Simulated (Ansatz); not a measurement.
A distorted cell of AlSb (zinc blende):

```xyz
2
Lattice="0.0000 3.0886 3.0886 3.0886 0.0000 3.0886 3.0886 3.0886 0.0000" Properties=species:S:1:pos:R:3 pbc="T T T"
Sb     4.4420     4.4420     4.6329
Al     0.0000     0.0000     0.0000
```

Calculation: r2SCAN (plane waves to 500 eV, PAW, scalar-relativistic; Ansatz, a quantum-chemistry and plane-wave program). k mesh 11×11×11 (Γ-centred), Fermi-Dirac smearing 0.05 eV. E stands for the smeared free energy. Stress and pressure are positive under compression. AlSb was relaxed with its symmetry unable to fall. Spin-orbit coupling is left out, though Sb is heavy.

What forces act on the atoms (eV/Å, Cartesian)?


```
atom      Fx      Fy      Fz
----  ------  ------  ------
Sb1    1.555   1.555  -0.759
Al2   -1.555  -1.555   0.759
```

What is the stress tensor (GPa)?


```
   0.95     1.62    -3.96
   1.62     0.95    -3.96
  -3.96    -3.96     2.03
```
The pressure, a third of the trace, is 1.31 GPa.

In it atom 1 sits (-0.191, -0.191, 0.000) Å away from its relaxed site. What is its energy relative to the relaxed cell?

294.5 meV/cell.

(For displaced atoms, the force is minus the slope of the energy, and its curvature is a force constant, which sets phonon frequencies.)
